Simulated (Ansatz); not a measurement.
Here is an Ansatz 0.2.0 calculation.

Contents of input.yaml:

```yaml
crystal:
  lattice:
    - [4.5854715599, 0.0, 0.0]
    - [-2.29273578, 3.9711348592, 0.0]
    - [0.0, 0.0, 6.5797601]
  atoms:
    - { symbol: Mo, position: [0.5, 0.5, 0.8333333333] }
    - { symbol: Mo, position: [0.0, 0.5, 0.1666666667] }
    - { symbol: Mo, position: [0.5, 0.0, 0.5] }
    - { symbol: Si, position: [0.16387298, 0.32774596, 0.5] }
    - { symbol: Si, position: [0.67225404, 0.83612702, 0.1666666667] }
    - { symbol: Si, position: [0.83612702, 0.16387298, 0.8333333333] }
    - { symbol: Si, position: [0.83612702, 0.67225404, 0.5] }
    - { symbol: Si, position: [0.32774596, 0.16387298, 0.1666666667] }
    - { symbol: Si, position: [0.16387298, 0.83612702, 0.8333333333] }
hamiltonian:
  xc: pbesol
  pseudopotentials: { kind: paw }
  hubbard: { sites: [{ species: Mo, l: d, u_eff: 3.0 }] }
kpoints:
  mp_grid: { grid: [5, 5, 3] }
scf:
  occupations: { method: fermi_dirac, width: 0.05 }
output:
  forces: true
  stress: true
  eigenvalues: true
relax:
  f_tol: 0.01
  max_steps: 40
  cell: { stress_tol: 0.05 }
```

Potentials or basis: Ansatz PAW.

Run with:

```console
$ ansatz run input.yaml --threads 4 --pin off --max-ram 11264MiB --backend cpu --events-out ev --progress --plain --runs-dir out
```

(1) What does it give for the relaxed volume?

(2) Predict the space group after relaxing (to 0.05 Å).

(3) What does it give for the relaxed cell?

(4) Estimate the band gap on the k mesh.

Results:

(1) 13.17 Å³/atom.

(2) P6_222 (No. 180).

(3) a = 4.570 Å, b = 4.570 Å, c = 6.554 Å, α = 90.00°, β = 90.00°, γ = 120.00°.

(4) 0.95 eV, indirect (least direct gap 1.15 eV).

Caveat: odd divisions of the mesh miss points on the zone boundary, where band edges often lie, so the gap on the mesh can be too wide; the plane-wave basis is chosen anew once the cell has moved, so the energies of steps on either side of that aren't comparable; the PAW data sets come from PBE, with cores solved anew for the run's functional, which leaves a small shift of forces and pressure; the U is typed as a test and isn't derived for this compound.
